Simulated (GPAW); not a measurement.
Crystal: BaTiO3.

```xyz
5
Lattice="4.0060 0.0000 0.0000 0.0000 4.0060 0.0000 0.0000 0.0000 4.0060" Properties=species:S:1:pos:R:3 pbc="T T T"
Ba    2.0030    2.0030    2.0030
Ti    0.0000    0.0000    0.0000
O     0.0000    0.0000    2.0030
O     0.0000    2.0030    0.0000
O     2.0030    0.0000    0.0000
```

Base run:

* Program: GPAW 26.7.0
* Functional: GLLB-SC
* Potentials or basis: the program's PAW data sets (release 1.2.1) made for this functional
* Cutoff: 800 eV
* Basis: pw
* k mesh: 6 × 6 × 6
* Occupations: fermi-dirac, width 0.05 eV
* Spin: no spin polarisation

Its results: band gap on the k mesh with the derivative discontinuity 3.71 eV.

**Question.** The run is repeated on the same cell with these changes: functional from GLLB-SC to TB-mBJ; potentials or basis from the program's PAW data sets (release 1.2.1) made for this functional to GPAW PAW data sets for LDA (gpaw-data 1.2.1). What comes out?

**Answer.** Band gap on the k mesh 2.50 eV, indirect (least direct gap 2.64 eV).

Caveats: a model potential gives levels but no total energy; spin-orbit coupling is left out, which moves the levels of the heavy elements; the GLLB-SC gap is the Kohn-Sham gap of the path plus the derivative discontinuity (some runs).

A k mesh can miss the band edges.
